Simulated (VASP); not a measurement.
# InP (F-43m) in VASP: further runs, part 2 of 2

VASP 6.6.1.

## (3) Relaxation of cell and atoms, LDA

This run uses another cell than the first one, of 24.75 Å³/atom, 0.983 times its volume.

File INCAR:

```
SYSTEM = InP
ALGO = Normal
EDIFF = 1E-7
EDIFFG = -0.005
ENCUT = 600
GGA = CA
IBRION = 2
ISIF = 3
ISMEAR = 0
LASPH = .TRUE.
LCHARG = .FALSE.
LREAL = .FALSE.
LWAVE = .FALSE.
NELM = 80
NSW = 90
PREC = Accurate
SIGMA = 0.03
```

File KPOINTS:

```
k-points
0
G
  8 8 8
  0 0 0
```

File POSCAR:

```
InP                                     
1.0
    0.0000000000      2.9142540919      2.9142540919
    2.9142540919      0.0000000000      2.9142540919
    2.9142540919      2.9142540919      0.0000000000
  In              P             
     1     1
Direct
     0.0000000000000000    0.0000000000000000    0.0000000000000000
     0.2500000000000000    0.2500000000000000    0.2500000000000000
```

Potentials or basis: VASP PAW LDA potentials, release 64 (In_d, P).

Command:

```bash
cat potpaw_LDA.64/In_d/POTCAR potpaw_LDA.64/P/POTCAR > POTCAR
mpirun -np 1 vasp_std > vasp.out
```

OUTCAR:

```text
SYSTEM = InP
   EDIFF = 1E-7
   EDIFFG = -0.005
   ENCUT = 600
   GGA = CA
   IBRION = 2
   ISIF = 3
   ISMEAR = 0
   LASPH = .TRUE.
   LREAL = .FALSE.
   NELM = 80
   NSW = 90
   PREC = Accurate

 ion  position               nearest neighbor table
   1  0.000  0.000  0.000-   2 2.52   2 2.52   2 2.52   2 2.52
   2  0.250  0.250  0.250-   1 2.52   1 2.52   1 2.52   1 2.52

  LATTYP: Found a face centered cubic cell.
 ALAT       =     5.8285081838

  Lattice vectors:

 A1 = (   0.0000000000,   2.9142540919,   2.9142540919)
 A2 = (   2.9142540919,   0.0000000000,   2.9142540919)
 A3 = (   2.9142540919,   2.9142540919,   0.0000000000)

Analysis of symmetry for initial positions (statically):
=====================================================================
 Subroutine PRICEL returns:
 Original cell was already a primitive cell.

 Routine SETGRP: Setting up the symmetry group for a
 face centered cubic supercell.

 Subroutine GETGRP returns: Found 24 space group operations
 (whereof 24 operations were pure point group operations)
 out of a pool of 48 trial point group operations.

[... 180 lines left out ...]
      7       5.1952      2.00000
      8       5.1952      2.00000
      9       5.1952      2.00000
     10       5.7959      0.00000
     11       9.1574      0.00000
     12       9.1574      0.00000
     13       9.1574      0.00000
[... 354 lines left out ...]
  band No.  band energies     occupation
      1      -9.1689      2.00000
      2      -8.9768      2.00000
      3      -8.9548      2.00000
      4      -8.8714      2.00000
      5      -8.8511      2.00000
      6      -4.3234      2.00000
      7      -0.5259      2.00000
      8       2.3836      2.00000
      9       3.4862      2.00000
     10       8.2869      0.00000
     11       9.2277      0.00000
     12      11.0013      0.00000
     13      12.3334      0.00000

 [... further k-points ...]

------------------------ aborting loop because EDIFF is reached ----------------------------------------

  FORCE on cell =-STRESS in cart. coord.  units (eV):
  Direction    XX          YY          ZZ          XY          YZ          ZX
  --------------------------------------------------------------------------------------
  -------------------------------------------------------------------------------------
  Total       -0.0069227     -0.0069227     -0.0069227      0.0000000      0.0000000     -0.0000000
  in kB       -0.2240662     -0.2240662     -0.2240662      0.0000000      0.0000000     -0.0000000
  external PRESSURE =      -0.2240662 kB  Pullay stress =       0.0000000 kB

 VOLUME and BASIS-vectors are now :
 -----------------------------------------------------------------------------
  energy-cutoff  :      600.00
  volume of cell :       49.50
      direct lattice vectors                 reciprocal lattice vectors
     0.000000000  2.914254092  2.914254092    -0.171570489  0.171570489  0.171570489
     2.914254092  0.000000000  2.914254092     0.171570489 -0.171570489  0.171570489
     2.914254092  2.914254092  0.000000000     0.171570489  0.171570489 -0.171570489

 POSITION                                       TOTAL-FORCE (eV/Angst)
 -----------------------------------------------------------------------------------
      0.00000      0.00000      0.00000         0.000000      0.000000      0.000000
      1.45713      1.45713      1.45713        -0.000000     -0.000000     -0.000000
 -----------------------------------------------------------------------------------
    total drift:                               -0.000000     -0.000000     -0.000000

  FREE ENERGIE OF THE ION-ELECTRON SYSTEM (eV)
  ---------------------------------------------------
  free  energy   TOTEN  =        -9.6722833383 eV

  energy  without entropy=       -9.6722833383  energy(sigma->0) =       -9.67228334

 reached required accuracy - stopping structural energy minimisation
```

CONTCAR:

```text
InP
   1.00000000000000
     0.0000000000000000    2.9142540919000002    2.9142540919000002
     2.9142540919000002    0.0000000000000000    2.9142540919000002
     2.9142540919000002    2.9142540919000002    0.0000000000000000
  In              P
     1     1
Direct
     0.0000000000000000    0.0000000000000000    0.0000000000000000
     0.2500000000000000    0.2500000000000000    0.2500000000000000

  0.00000000E+00  0.00000000E+00  0.00000000E+00
  0.00000000E+00  0.00000000E+00  0.00000000E+00
```

Wall time 9.8 s (1 thread of Intel Xeon 6975P-C (Granite Rapids), shared host); peak memory 0.17 GiB.

Results:

```yaml
Free_energy: -9.6723 eV
Pressure_after_relaxing: 0.0 GPa
Band_gap_on_the_k_mesh: 0.60 eV, direct
```

Final structure:
```
CELL_PARAMETERS angstrom
0.00000 2.91425 2.91425
2.91425 0.00000 2.91425
2.91425 2.91425 0.00000
ATOMIC_POSITIONS crystal
In 0.00000 0.00000 0.00000
P 0.25000 0.25000 0.25000
```

Levels at points of the mesh, in eV from the valence-band top:
| k point | band 5 | band 6 | band 7 | band 8 | band 9 | band 10 | band 11 | band 12 | band 13 |
| --- | --- | --- | --- | --- | --- | --- | --- | --- | --- |
| (0.00, 0.00, 0.00) | -14.06 | -11.66 | 0.00 | 0.00 | 0.00 | 0.60 | 3.96 | 3.96 | 3.96 |
| (0.50, 0.00, 0.00) | -14.05 | -9.85 | -5.92 | -1.02 | -1.02 | 1.37 | 4.70 | 4.70 | 6.93 |
| (0.50, 0.50, 0.00) | -14.02 | -9.16 | -5.93 | -2.42 | -2.42 | 1.57 | 2.12 | 9.10 | 9.54 |

Caveat: the relaxation stopped at its first step, so nothing moved; spin-orbit coupling is left out, which moves the levels of the heavy elements.
